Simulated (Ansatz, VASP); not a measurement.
## V2N3 in VASP and in Ansatz

File INCAR:

```
PREC = Accurate
ENCUT = 520
EDIFF = 1E-6
ISMEAR = 0
SIGMA = 0.1
LREAL = False
LASPH = True
NELM = 150
ALGO = Normal
ISIF = 2
LWAVE = False
LCHARG = False
ISPIN = 2
MAGMOM = 2 2 0 0 0
LORBIT = 11
LMAXMIX = 4
GGA = PS
NBANDS = 32
```

KPOINTS

```
Automatic mesh
0
Gamma
  6 6 4
```

The input POSCAR:

```
V2N3
1.0
    2.8180178473      0.0000000000      0.0000000000
   -1.4090089237      2.4404750441      0.0000000000
    0.0000000000      0.0000000000      6.2570650000
V N
2 3
Direct
    0.6666666700      0.3333333300      0.3016290000
    0.3333333300      0.6666666700      0.6983710000
    0.0000000000      0.0000000000      0.5000000000
    0.0000000000      0.0000000000      0.1069410000
    0.0000000000      0.0000000000      0.8930590000
```

Input for Ansatz:

```yaml
crystal:
  lattice:
    - [2.8180178473, 0.0, 0.0]
    - [-1.4090089237, 2.4404750441, 0.0]
    - [0.0, 0.0, 6.257065]
  atoms:
    - { symbol: V, position: [0.66666667, 0.33333333, 0.301629], spin: 2.0 }
    - { symbol: V, position: [0.33333333, 0.66666667, 0.698371], spin: 2.0 }
    - { symbol: "N", position: [0.0, 0.0, 0.5] }
    - { symbol: "N", position: [0.0, 0.0, 0.106941] }
    - { symbol: "N", position: [0.0, 0.0, 0.893059] }
basis:
  ecutwfc: 420
kpoints:
  mp_grid: { grid: [6, 6, 4] }
hamiltonian:
  xc: pbesol
scf:
  occupations: { method: gaussian, width: 0.1 }
  lower_state_search: "off"
output:
  forces: true
  stress: true
  eigenvalues: true
  populations: true
magnetization:
  spin_polarized: true
```

The cell comes from a database or a generator and needn't be the stable form of this composition.

Alike in both runs: task single point; functional PBEsol; k mesh 6 × 6 × 4; occupations gaussian, width 0.1 eV; collinear spin.

|  | VASP | Ansatz |
| --- | --- | --- |
| version | VASP 6.6.1 | Ansatz 0.2.0 |
| potentials or method | VASP PAW PBE potentials, release 64 (V_sv, N) | scalar-relativistic, plane waves, PAW |
| plane-wave cutoff (eV) | 520 | 420 |
| valence electrons in the cell | 41 | 41 |

```tsv
	VASP	Ansatz	Ansatz less VASP
gap on the k mesh at the Fermi level (eV)	none	none	-
pressure (GPa)	-10.4	-11.0	-0.68
largest component of the traceless stress (GPa)	0.64	0.25	-0.391
rms of the force components (eV/Å)	0.043	0.026	-0.0171
net moment per atom (μB)	0.00	0.00	0.000
```

Atom by atom the forces differ by 0.026 eV/Å (rms over components). A gap of «none» marks a metal or a gap that the smearing closes. Ansatz warned: «seeded_moment_not_kept».

Caveats: the k mesh is coarse (spacing up to 0.43 Å⁻¹), so the values aren't converged; the PAW data sets were made with another functional, which shifts forces and pressure a little (VASP).
